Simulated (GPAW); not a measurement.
## ZrO2: single point with PBE

The system is ZrO2.

```
Zr O
1.0
     0.00000    2.54507    2.54507
     2.54507    0.00000    2.54507
     2.54507    2.54507    0.00000
Zr O
1 2
Direct
  0.00000 0.00000 0.00000
  0.75000 0.75000 0.75000
  0.25000 0.25000 0.25000
```

Measurements of this composition are mostly on another form, of space group No. 14.

```yaml
Program: GPAW 26.7.0
Task: single point
Functional: PBE
Potentials_or_basis: GPAW PAW data sets (gpaw-data 1.2.1)
Cutoff: 800 eV
Basis: pw
k_mesh: 9 × 9 × 9
Occupations: gaussian, width 0.022 eV
Spin: no spin polarisation
Maxiter: 150
```

* Pressure: 1.7 GPa
* Band gap on the k mesh: 3.41 eV, indirect (least direct gap 3.89 eV)

Levels at points of the mesh, in eV from the valence-band top:
```tsv
k point	band 10	band 11	band 12	band 13	band 14	band 15
(0.00, 0.00, 0.00)	-0.48	-0.48	-0.48	3.41	3.41	6.64
```

It took 12 s on 1 thread of AMD EPYC 9R45 96-Core Processor (Zen 5), on a shared host, peak memory 0.18 GiB.

Caveat: an odd mesh through Γ misses points on the zone boundary, where band edges often lie.
